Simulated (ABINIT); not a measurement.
Runs of ABINIT 10.8.3 (patched build) on Ge. It takes space group Fd-3m (No. 227, cubic). Conventional cell: a = 5.658 Å, b = 5.658 Å, c = 5.658 Å, α = 90.00°, β = 90.00°, γ = 90.00°. Ge (site symmetry -43m) is surrounded by 4 Ge at 2.45 Å. 

```csv
task,level,potentials or basis,cell,cutoff (eV),cell freedom (optcell),optimiser (ionmov),cutoff smearing ecutsm (Ha),force stop (Ha/bohr),fine-grid cutoff,gap on the mesh (eV),pressure (GPa),relaxed volume (Å³/atom)
relaxation of cell and atoms,LDA,JTH PAW LDA v2.0,relaxed,599,2,2,0.5,2e-05,1197.3 eV,none,0.0,(a)
single point,PBE,PseudoDojo NC SR PBE v0.4.1 standard,as given,952,-,-,-,-,-,none,-,-
relaxation of cell and atoms,PBEsol,PseudoDojo NC SR PBEsol v0.4.1 standard,relaxed,952,2,22,0.5,2e-05,-,none,0.0,22.90
relaxation of cell and atoms,PBE,PseudoDojo NC SR PBE v0.4.1 standard,relaxed,1061,2,2,0.5,2e-05,-,none,0.0,24.00
relaxation of cell and atoms,PBEsol,PseudoDojo NC SR PBEsol v0.4.1 standard,relaxed,1061,2,2,0.5,2e-05,-,none,0.0,22.90
```

Alike in all rows: no spin polarisation; k mesh 6 × 6 × 6; smearing fermi-dirac 0.05 eV.

**Question.** Estimate the missing entries.

**Answer.** (a) 22.31.

Caveats: this crystal is a semiconductor, whose small gap the functional closes, so the metal is an error of the method.

A k mesh can miss the band edges, and the runs leave out spin-orbit coupling on Ge.

A gap of «none» marks a metal or a gap under the smearing width.

Not every run made on this cell is shown here.
